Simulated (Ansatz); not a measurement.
# SnSe: the cost of one run

Method: DFT PBE, scalar-relativistic, plane waves, PAW, in Ansatz 0.2.0.

### 1 The structure to begin with

Symmetry: P4/nmm, No. 129, tetragonal system. Conventional cell: a = 4.285 Å, b = 4.285 Å, c = 10.991 Å, α = 90.00°, β = 90.00°, γ = 90.00°. Sn (site symmetry 4mm) has 5 Se at 2.68 to 3.03 Å in its first shell of neighbours. Se (site symmetry 4mm) has 5 Sn at 2.68 to 3.03 Å in its first shell of neighbours.

Structure file:

```
CELL_PARAMETERS angstrom
4.28533 0.00000 0.00000
0.00000 4.28533 0.00000
0.00000 0.00000 10.99069
ATOMIC_POSITIONS crystal
Sn 0.50000 0.00000 0.37223
Sn 0.00000 0.50000 0.62777
Se 0.50000 0.00000 0.61604
Se 0.00000 0.50000 0.38396
```

The start is a polymorph listed in a database, not an invented cell.

### 2 The guess as it stands, on a coarse mesh

Contents of input.yaml:

```yaml
crystal:
  lattice:
    - [4.28532743, 0.0, 0.0]
    - [0.0, 4.28532743, 0.0]
    - [0.0, 0.0, 10.99069214]
  atoms:
    - { symbol: Sn, position: [0.5, 0.0, 0.3722291] }
    - { symbol: Sn, position: [0.0, 0.5, 0.6277709] }
    - { symbol: Se, position: [0.5, 0.0, 0.61603951] }
    - { symbol: Se, position: [0.0, 0.5, 0.38396049] }
basis:
  ecutwfc: 420
kpoints:
  mp_grid: { grid: [4, 4, 2] }
hamiltonian:
  xc: pbe
scf:
  occupations: { method: gaussian, width: 0.1 }
  lower_state_search: "off"
output:
  forces: true
  stress: true
  eigenvalues: true
```

Run with:

```sh
$ ansatz run input.yaml --threads 1 --pin off --max-ram 2560MiB --backend cpu --events-out ev --progress --plain --runs-dir out
```

**Question.** How long does this run take on 1 thread of Intel Xeon 6975P-C (Granite Rapids), shared host, and how much memory does it need?

About 3.9 s, with a peak of 0.5 GiB.
